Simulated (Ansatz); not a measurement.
System: RbBr (Fm-3m).

The database entry behind the starting cell differs from later determinations by our own check (about 0.5 % short), so it need not match the best structure at ambient conditions.

```yaml
crystal:
  lattice:
    - [0.00000, 3.42700, 3.42700]
    - [3.42700, 0.00000, 3.42700]
    - [3.42700, 3.42700, 0.00000]
  atoms:
    - { symbol: Rb, position: [0.00000, 0.00000, 0.00000] }
    - { symbol: Br, position: [0.50000, 0.50000, 0.50000] }
```

The cell and positions come from the Crystallography Open Database and are kept as given unless a step says otherwise.

Gaps computed with Ansatz 0.2.0 without a self-energy: LDA 3.95 eV, PBE 4.36 eV, PBE+SOC 4.20 eV, r2SCAN 4.97 eV, HSE06 5.52 eV, PBE0 6.24 eV and DDH-PBE0 7.33 eV.

Q: Estimate the G0W0@PBE gap with 4×4×4 mesh, 516 empty bands, screening to 200 eV, PAW set soft_1 files.

About 6.91 eV: on its mesh the run moves the gap from 4.36 eV by +2.54 eV. Among the scalar-relativistic levels given, DDH-PBE0 is nearest (+0.42 eV). Spin-orbit coupling is not in that value; its −0.16 eV at the PBE level would bring it to about 6.74 eV. Bands and cutoff are finite, so the gap is not at the basis limit. The miss can reach some tenths of an eV and take either sign; the mesh is an error of its own. The many-body steps are scalar-relativistic: spin-orbit coupling is not in them.

[Paths, hosts, dates, memory and timing lines, banners, echoed tables and standing remarks are left out of the program output.]

[Logs are printed without paths, hosts, clocks, repeated set-up lines and the standing remarks that a program may print on its own settings, such as how far it seeks lower states.]

[Runs of the session that timed out or met a known fault of the program may be left out.]

[Cells called generated may have been cut or substituted from an entry of the Crystallography Open Database or the Materials Project.]

[Hosts, paths, dates, database ids (printed as entryN), source tags and the programs' standing remarks are cut or masked in the printed files.]
